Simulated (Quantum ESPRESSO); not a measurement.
Ca:

```
CELL_PARAMETERS angstrom
3.98000 0.00000 0.00000
-1.99000 3.44678 0.00000
0.00000 0.00000 6.52000
ATOMIC_POSITIONS crystal
Ca 0.66667 0.33333 0.75000
Ca 0.33333 0.66667 0.25000
```

This isn't the form of Ca at room conditions, which is fcc.

```yaml
Program: Quantum ESPRESSO 7.5
Task: single point
Functional: PBE
Potentials_or_basis: SSSP 1.3 efficiency PBE
Cutoff: 748 eV
Density_cutoff: 5987 eV
k_mesh: 8 × 8 × 4
Occupations: fermi-dirac, width 0.05 eV
Spin: no spin polarisation
```

On this cell: pressure -0.8 GPa; largest force under 0.003 eV/Å; band gap on the k mesh none (metal or under the smearing width).

The same run follows on a disturbed copy (atoms moved at random, drawn with an rms of 0.05 Å):

```
CELL_PARAMETERS angstrom
3.98000 0.00000 0.00000
-1.99000 3.44678 0.00000
0.00000 0.00000 6.52000
ATOMIC_POSITIONS crystal
Ca 0.67210 0.33832 0.75526
Ca 0.33342 0.67190 0.24816
```

Question: What changes?

Answer: The energy (extrapolated to zero smearing) moves by +0.8 meV/atom; pressure -0.8 GPa; largest force 0.063 eV/Å; band gap on the k mesh none (metal or under the smearing width).

Forces in eV/Å, atoms in the order of the input:
```
Ca  -0.008  0.000 -0.063
Ca   0.008  0.000  0.063
```

Stress tensor (GPa, compression positive):
```
-0.93  0.03  0.00
 0.03 -0.93  0.00
 0.00  0.00 -0.66
```

Caveats: the cell was measured hot, at 723 K.
